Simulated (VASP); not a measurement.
# CdTe (F-43m) in VASP: a series of runs

CdTe is run at these levels: PBE; tasks: single point.

Everything below comes from runs of VASP 6.6.1. Logs are shortened: lines on timing, memory, paths and dates and some standing lists are left out, and cuts for length are marked.

**The experiment to reproduce.**

From a printed reference work, data compilation, for a bulk crystal of CdTe at 0 K: band gap 1.607 eV.

The runs below are set against these values where they give the same quantity.

### 1 The cell of the first run

The structure is cubic, space group F-43m (No. 216). Conventional cell: a = 6.617 Å, b = 6.617 Å, c = 6.617 Å, α = 90.00°, β = 90.00°, γ = 90.00°. Cd (site symmetry -43m) has 4 Te at 2.87 Å within 3.8 Å. Within 3.8 Å of Te (site symmetry -43m) lie 4 Cd at 2.87 Å.

### 2 Single point, PBE

Input file INCAR:

```
PREC = Accurate
ENCUT = 520
EDIFF = 1E-7
ISMEAR = 0
SIGMA = 0.05
LREAL = False
LASPH = True
NELM = 80
ALGO = Normal
ISIF = 2
LWAVE = False
LCHARG = False
GGA = PE
NBANDS = 26
```

Input file KPOINTS:

```
Automatic mesh
0
Gamma
  8 8 6
```

Input file POSCAR:

```
CdTe
1.0
    0.0000000000     -3.3086866980     -3.3086866980
    0.0000000000      3.3086866980     -3.3086866980
    6.6173733960      0.0000000000      0.0000000000
Cd Te
2 2
Direct
    0.5000000000      0.5000000000      0.5000000000
    0.0000000000      0.0000000000      0.0000000000
    1.0000000000      0.5000000000      0.2500000000
    0.5000000000      0.0000000000      0.7500000000
```

Potentials or basis: VASP PAW PBE potentials, release 64 (Cd, Te).

Started as:

```bash
$ cat potpaw_PBE.64/Cd/POTCAR potpaw_PBE.64/Te/POTCAR > POTCAR
$ mpirun -np 1 vasp_std > vasp.out
```

OUTCAR:

```text
PREC = Accurate
   ENCUT = 520
   EDIFF = 1E-7
   ISMEAR = 0
   LREAL = False
   LASPH = True
   NELM = 80
   ISIF = 2
   GGA = PE

 ion  position               nearest neighbor table
   1  0.500  0.500  0.500-   3 2.87   4 2.87   4 2.87   3 2.87
   2  0.000  0.000  0.000-   3 2.87   4 2.87   3 2.87   4 2.87
   3  0.000  0.500  0.250-   1 2.87   2 2.87   2 2.87   1 2.87
   4  0.500  0.000  0.750-   1 2.87   2 2.87   1 2.87   2 2.87

  LATTYP: Found a simple tetragonal cell.
 ALAT       =     4.6791896020
 C/A-ratio  =     1.4142135624

  Lattice vectors:

 A1 = (   0.0000000000,  -3.3086866980,  -3.3086866980)
 A2 = (   0.0000000000,   3.3086866980,  -3.3086866980)
 A3 = (   6.6173733960,   0.0000000000,   0.0000000000)

Analysis of symmetry for initial positions (statically):
=====================================================================
 Subroutine PRICEL returns following result:

  LATTYP: Found a face centered cubic cell.
 ALAT       =     6.6173733960

  Lattice vectors:

 A1 = (  -3.3086866980,   0.0000000000,   3.3086866980)
 A2 = (  -3.3086866980,  -3.3086866980,   0.0000000000)
 A3 = (  -0.0000000000,  -3.3086866980,   3.3086866980)

   2 primitive cells build up your supercell.

 Routine SETGRP: Setting up the symmetry group for a
 simple tetragonal supercell.

 Subroutine GETGRP returns: Found  8 space group operations
 (whereof  8 operations were pure point group operations)
 out of a pool of 16 trial point group operations.

The static configuration has the point symmetry D_2d.

Analysis of symmetry for dynamics (positions and initial velocities):
=====================================================================
 Subroutine PRICEL returns following result:

  LATTYP: Found a face centered cubic cell.
 ALAT       =     6.6173733960

  Lattice vectors:

 A1 = (  -3.3086866980,   0.0000000000,   3.3086866980)
 A2 = (  -3.3086866980,  -3.3086866980,   0.0000000000)
 A3 = (  -0.0000000000,  -3.3086866980,   3.3086866980)

   2 primitive cells build up your supercell.

 Routine SETGRP: Setting up the symmetry group for a
 simple tetragonal supercell.

 Subroutine GETGRP returns: Found  8 space group operations
 (whereof  8 operations were pure point group operations)
 out of a pool of 16 trial point group operations.

The dynamic configuration has the point symmetry D_2d.

 Subroutine INISYM returns: Found  8 space group operations
 (whereof  8 operations are pure point group operations),
 and found     2 'primitive' translations

----------------------------------------------------------------------------------------

                                     Primitive cell

  volume of cell :      72.4431

  direct lattice vectors                    reciprocal lattice vectors
    -3.308686698  0.000000000  3.308686698    -0.151117360  0.151117360  0.151117360
    -3.308686698 -3.308686698  0.000000000    -0.151117360 -0.151117360 -0.151117360
    -0.000000000 -3.308686698  3.308686698     0.151117360 -0.151117360  0.151117360

  length of vectors
     4.679189602  4.679189602  4.679189602     0.261742946  0.261742946  0.261742946

  position of ions in fractional coordinates (direct lattice)
     0.000000000  0.000000000  0.000000000
     0.750000000  0.750000000  0.750000000

  ion indices of the primitive-cell ions
   primitive index   ion index
                 1           1
                 2           3

----------------------------------------------------------------------------------------

 KPOINTS: Automatic mesh

Automatic generation of k-mesh.
 Grid dimensions read from file:
 generate k-points for:    8    8    6

 Generating k-lattice:

  Cartesian coordinates                     Fractional coordinates (reciprocal lattice)
     0.000000000 -0.018889670 -0.018889670     0.125000000  0.000000000  0.000000000
     0.000000000  0.018889670 -0.018889670     0.000000000  0.125000000  0.000000000
     0.025186227  0.000000000  0.000000000     0.000000000  0.000000000  0.166666667

  Length of vectors
     0.026714028  0.026714028  0.025186227

  Shift w.r.t. Gamma in fractional coordinates (k-lattice)
     0.000000000  0.000000000  0.000000000

 Subroutine IBZKPT returns following result:
 ===========================================

 Found     60 irreducible k-points:

 Following reciprocal coordinates:
            Coordinates               Weight
  0.000000  0.000000  0.000000      1.000000
  0.125000  0.000000  0.000000      4.000000
  0.250000  0.000000  0.000000      4.000000
  0.375000  0.000000  0.000000      4.000000
  0.500000  0.000000  0.000000      2.000000
  0.125000  0.125000  0.000000      4.000000
[... 16 lines left out ...]
  0.375000  0.125000  0.166667     16.000000
  0.500000  0.125000  0.166667      8.000000
 [... further k-points ...]
   k-points           NKPTS =     60   k-points in BZ     NKDIM =     60   number of bands    NBANDS=     26
   number of dos      NEDOS =    301   number of ions     NIONS =      4
   total plane-waves  NPLWV =  64800
   dimension x,y,z NGX =    36 NGY =   36 NGZ =   50
   dimension x,y,z NGXF=    72 NGYF=   72 NGZF=  100
   ions per type =               2   2
   NGX,Y,Z   is equivalent  to a cutoff of  12.79, 12.79, 12.56 a.u.
   NGXF,Y,Z  is equivalent  to a cutoff of  25.58, 25.58, 25.12 a.u.
 SYSTEM =  unknown system
   PREC   = accura    normal or accurate (medium, high low for compatibility)
   ISTART =      0    job   : 0-new  1-cont  2-samecut
   ICHARG =      2    charge: 1-file 2-atom 10-const
   ISPIN  =      1    spin polarized calculation?
   LNONCOLLINEAR =      F non collinear calculations
   LSORBIT =      F    spin-orbit coupling
   LASPH  =      T    aspherical Exc in radial PAW
   ENCUT  =  520.0 eV  38.22 Ry    6.18 a.u.   8.70  8.70 12.30*2*pi/ulx,y,z
   NELM   =     80;   NELMIN=  2; NELMDL= -5     # of ELM steps
   EDIFF  = 0.1E-06   stopping-criterion for ELM
   LREAL  =      F    real-space projection
   EDIFFG = 0.1E-05   stopping-criterion for IOM
   NSW    =      0    number of steps for IOM
   IBRION =     -1    ionic relax: 0-MD 1-quasi-New 2-CG
   NFREE  =      0    steps in history (QN), initial steepest desc. (CG)
   ISIF   =      2    stress and relaxation
   ISYM   =      2    0-nonsym 1-usesym 2-fastsym
   POTIM  = 0.5000    time-step for ionic-motion
   TEBEG  =    0.0;   TEEND  =   0.0 temperature during run
   PSTRESS=    0.0 pullay stress
   NELECT =      36.0000    total number of electrons
   NUPDOWN=      -1.0000    fix difference up-down
   EMIN   =  10.00;   EMAX   =-10.00  energy-range for DOS
   EFERMI =   0.00;   METHOD = LEGACY
   ISMEAR =     0;   SIGMA  =   0.05  broadening in eV -4-tet -1-fermi 0-gaus
   EFERMI_NEDOS =   21; number of points for ismear=-14 and -15
   IALGO  =     38    algorithm
   IMIX   =      4    mixing-type and parameters
     AMIX     =   0.40;   BMIX     =  1.00
     AMIX_MAG =   1.60;   BMIX_MAG =  1.00
  volume/ion in A,a.u.               =      36.22       244.44
  Fermi-wavevector in a.u.,A,eV,Ry     =   1.029201  1.944907 14.412023  1.059254
  Thomas-Fermi vector in A             =   2.163236
   LORBIT       =      0    0 simple, 1 ext, 2 COOP (PROOUT), +10 PAW based schemes
   GGA     = PE    functional components
   LHFCALC =     F    Hartree Fock is set to
   AEXX    =    0.0000 exact exchange contribution
   IVDW    =     0    specifies the selected vdW correction
   LEPSILON=     F    determine dielectric tensor
   LRPA    =     F    only Hartree local field effects (RPA)
 non-spin polarized calculation
 Gauss-broadening in eV      SIGMA  =   0.05
  energy-cutoff  :      520.00
  volume of cell :      144.89
 maximum number of plane-waves:      3937
 NGX is ok and might be reduce to    36

 number of electron      36.0000018 magnetization

 Free energy of the ion-electron system (eV)
  ---------------------------------------------------
  ext. energy  EPLUGINS =         0.00000000
  ---------------------------------------------------
  free energy    TOTEN  =        -9.62522218 eV

  energy without entropy =       -9.62522218  energy(sigma->0) =       -9.62522218

 E-fermi :   2.0188     XC(G=0):  -8.3106

 val. band max:        1.8002187094   @ k =   0.0000   0.0000   0.0000
 cond. band min:       2.3842789994   @ k =   0.0000   0.0000   0.0000
 fundamental gap:      0.5840602900
 Fermi energy:         2.0188103650

 k-point     1 :       0.0000    0.0000    0.0000
  band No.  band energies     occupation
      1      -9.0356      2.00000
      2      -8.5919      2.00000
      3      -6.2901      2.00000
      4      -6.2901      2.00000
      5      -6.2901      2.00000
      6      -6.1556      2.00000
[... 18 lines left out ...]
     25       9.1769      0.00000
     26      10.3138      0.00000

 k-point     2 :       0.1250    0.0000    0.0000
  band No.  band energies     occupation
      1      -9.0015      2.00000
      2      -8.5928      2.00000
      3      -6.2851      2.00000
      4      -6.2812      2.00000
      5      -6.2635      2.00000
      6      -6.1746      2.00000
[... 18 lines left out ...]
     25       9.6508      0.00000
     26       9.7084      0.00000

 k-point     3 :       0.2500    0.0000    0.0000
  band No.  band energies     occupation
      1      -8.9115      2.00000
      2      -8.6015      2.00000
      3      -6.2707      2.00000
      4      -6.2601      2.00000
      5      -6.1943      2.00000
      6      -6.1793      2.00000
[... 18 lines left out ...]
     25       9.0189      0.00000
     26       9.1188      0.00000

 k-point     4 :       0.3750    0.0000    0.0000
  band No.  band energies     occupation
      1      -8.7981      2.00000
      2      -8.6322      2.00000
      3      -6.2494      2.00000
      4      -6.2378      2.00000
      5      -6.2092      2.00000
      6      -6.1983      2.00000
[... 18 lines left out ...]
     25       8.2767      0.00000
     26       8.2934      0.00000
[... 496 lines left out ...]
      1      -8.8628      2.00000
      2      -8.6157      2.00000
      3      -6.2570      2.00000
      4      -6.2500      2.00000
      5      -6.1986      2.00000
      6      -6.1868      2.00000
[... 18 lines left out ...]
     25       7.5251      0.00000
     26       9.1782      0.00000

 k-point    23 :       0.3750    0.1250    0.1667
  band No.  band energies     occupation
      1      -8.7646      2.00000
      2      -8.6327      2.00000
      3      -6.2392      2.00000
      4      -6.2298      2.00000
      5      -6.2103      2.00000
      6      -6.1993      2.00000
[... 18 lines left out ...]
     25       7.7462      0.00000
     26       9.0790      0.00000

 k-point    24 :       0.5000    0.1250    0.1667
  band No.  band energies     occupation
      1      -8.6817      2.00000
      2      -8.6817      2.00000
      3      -6.2226      2.00000
      4      -6.2226      2.00000
      5      -6.2138      2.00000
      6      -6.2138      2.00000
[... 18 lines left out ...]
     25       8.2977      0.00000
     26       8.2977      0.00000

 [... further k-points ...]
[... 5 lines left out ...]
  --------------------------------------------------------------------------------------
  -------------------------------------------------------------------------------------
  Total        0.1048382      0.1113754      0.1113754      0.0000000      0.0000000     -0.0000000
  in kB        1.1593200      1.2316087      1.2316087      0.0000000      0.0000000     -0.0000000
  external PRESSURE =       1.2075124 kB  Pullay stress =       0.0000000 kB

 VOLUME and BASIS-vectors are now :
 -----------------------------------------------------------------------------
  energy-cutoff  :      520.00
  volume of cell :      144.89
      direct lattice vectors                 reciprocal lattice vectors
     0.000000000 -3.308686698 -3.308686698     0.000000000 -0.151117360 -0.151117360
     0.000000000  3.308686698 -3.308686698     0.000000000  0.151117360 -0.151117360
     6.617373396  0.000000000  0.000000000     0.151117360  0.000000000  0.000000000

 POSITION                                       TOTAL-FORCE (eV/Angst)
 -----------------------------------------------------------------------------------
      3.30869      0.00000     -3.30869        -0.000000      0.000000     -0.000000
      0.00000      0.00000      0.00000         0.000000      0.000000      0.000000
      1.65434      1.65434     -1.65434         0.000000     -0.000000     -0.000000
      4.96303     -1.65434     -1.65434         0.000000     -0.000000     -0.000000
 -----------------------------------------------------------------------------------
    total drift:                                0.000000      0.000000     -0.000000

  FREE ENERGIE OF THE ION-ELECTRON SYSTEM (eV)
  ---------------------------------------------------
  free  energy   TOTEN  =        -9.6252221817 eV

  energy  without entropy=       -9.6252221817  energy(sigma->0) =       -9.62522218
```

It took 2.4 min on 1 thread of Intel Xeon Platinum 8488C (Sapphire Rapids), shared host; peak memory 0.37 GiB.

What came out:

* Free energy: -9.6252 eV
* Pressure: 0.1 GPa
* Band gap on the k mesh: 0.58 eV

Caveat: spin-orbit coupling is left out, which moves the levels of the heavy elements. As with any semilocal functional, this PBE gap is likely too small.

### 3 Single point, PBE

This run uses another cell than the first one: it holds 2 atoms, not 4.

Input file INCAR:

```
  PREC = Accurate
  ENCUT = 520
  EDIFF = 1E-7
  ISMEAR = 0
  SIGMA = 0.05
  LREAL = False
  LASPH = True
  NELM = 100
  ALGO = Normal
  ISIF = 2
  LWAVE = False
  LCHARG = False
  GGA = PE
  NBANDS = 16
```

Input file KPOINTS:

```
Automatic mesh
0
Gamma
  10 10 10
```

Input file POSCAR:

```
CdTe
1.0
    0.0000000000      3.3086866899      3.3086866899
    3.3086866899      0.0000000000      3.3086866899
    3.3086866899      3.3086866899      0.0000000000
Cd Te
1 1
Direct
    0.0000000000      0.0000000000      0.0000000000
    0.7500000000      0.7500000000      0.7500000000
```

Potentials or basis: VASP PAW PBE potentials, release 64 (Cd, Te).

Started as:

```bash
$ cat potpaw_PBE.64/Cd/POTCAR potpaw_PBE.64/Te/POTCAR > POTCAR
$ mpirun -np 1 vasp_std > vasp.out
```

It took 88 s on 1 thread of AMD EPYC 7R13, shared host; peak memory 0.24 GiB.

It converged, with:

```yaml
Free_energy: -4.8128 eV
Pressure: 0.1 GPa
Band_gap_on_the_k_mesh: 0.58 eV, direct
```

Levels at points of the mesh, in eV from the valence-band top:
```tsv
k point	band 5	band 6	band 7	band 8	band 9	band 10	band 11	band 12	band 13	band 14
(0.00, 0.00, 0.00)	-7.87	-7.87	0.00	0.00	0.00	0.58	4.64	4.64	4.64	7.38
(0.50, 0.00, 0.00)	-7.87	-7.57	-4.08	-0.69	-0.69	1.76	5.21	5.21	7.01	8.44
(0.50, 0.50, 0.00)	-7.85	-7.45	-4.01	-1.66	-1.66	2.67	2.74	8.51	8.81	8.81
```

Caveat: spin-orbit coupling is left out, which moves the levels of the heavy elements.

### 4 Single point, PBE

This run uses another cell than the first one: it holds 2 atoms, not 4.

Input file INCAR:

```
SYSTEM = CdTe
  PREC = Accurate
  ENCUT = 520
  EDIFF = 1E-7
  ISMEAR = 0
  SIGMA = 0.01
  LREAL = .False.
  LASPH = .True.
  NELM = 80
  ALGO = Normal
  ISIF = 2
  LWAVE = .False.
  LCHARG = .False.
  GGA = PE
  NBANDS = 16
```

Input file KPOINTS:

```
Automatic mesh
0
Gamma
  10 10 10
  0 0 0
```

Input file POSCAR:

```
CdTe
1.0
    0.0000000000      3.1262380499      3.1262380499
    3.1262380499      0.0000000000      3.1262380499
    3.1262380499      3.1262380499      0.0000000000
Cd Te
1 1
Direct
    0.0000000000      0.0000000000      0.0000000000
    0.7500000000      0.7500000000      0.7500000000
```

Started as:

```bash
$ cat potpaw_PBE.64/Cd/POTCAR potpaw_PBE.64/Te/POTCAR > POTCAR
$ mpirun -np 1 vasp_std > vasp.out
```

Wall time 84 s (1 thread of Intel Xeon 6975P-C, shared host); peak memory 0.23 GiB.

The run converged. Its results:

```
Free energy            : -4.5311 eV
Pressure               : 9.2 GPa
Band gap on the k mesh : 1.11 eV, direct
```

Levels at points of the mesh, in eV from the valence-band top:
| k point | band 7 | band 8 | band 9 | band 10 | band 11 | band 12 |
| --- | --- | --- | --- | --- | --- | --- |
| (0.00, 0.00, 0.00) | 0.00 | 0.00 | 0.00 | 1.11 | 4.50 | 4.50 |
| (0.50, 0.00, 0.00) | -5.09 | -0.95 | -0.95 | 1.92 | 5.12 | 5.12 |
| (0.50, 0.50, 0.00) | -4.86 | -2.27 | -2.27 | 2.34 | 2.61 | 9.47 |

Caveat: spin-orbit coupling is left out, which moves the levels of the heavy elements.

### 5 The runs side by side

| cell | k mesh | smearing | gap on the mesh (eV) | pressure (GPa) |
| --- | --- | --- | --- | --- |
| a = 4.679, b = 4.679, c = 6.617 Å, 4 atoms | 8 × 8 × 6 | gaussian 0.05 eV | 0.58 | 0.1 |
| a = 4.679 Å, angles 60.0°, 2 atoms | 10 × 10 × 10 | gaussian 0.05 eV | 0.58 | 0.1 |
| a = 4.421 Å, angles 60.0°, 2 atoms | 10 × 10 × 10 | gaussian 0.01 eV | 1.11 | 9.2 |

Alike in all rows: task single point; level PBE; potentials or basis VASP PAW PBE potentials, release 64 (Cd, Te); no spin polarisation; cutoff (eV) 520.

Caveats: spin-orbit coupling is left out, which moves the levels of the heavy elements.

Absolute energies hang on the potentials; compare differences alone.

### 6 Comparison with measurements

Step 3. Against the measured gap of CdTe, 1.607 eV (0 K; a printed reference work, data compilation), the calculated 0.58 eV is off by -1.02 eV. So large a miss can be the level of theory's own, or it may mean another phase, state or a wrong row. Spin-orbit coupling on Cd, Te is left out. The value is that of PBE, without temperature or zero-point motion. Semilocal functionals fall short of measured gaps as a rule.
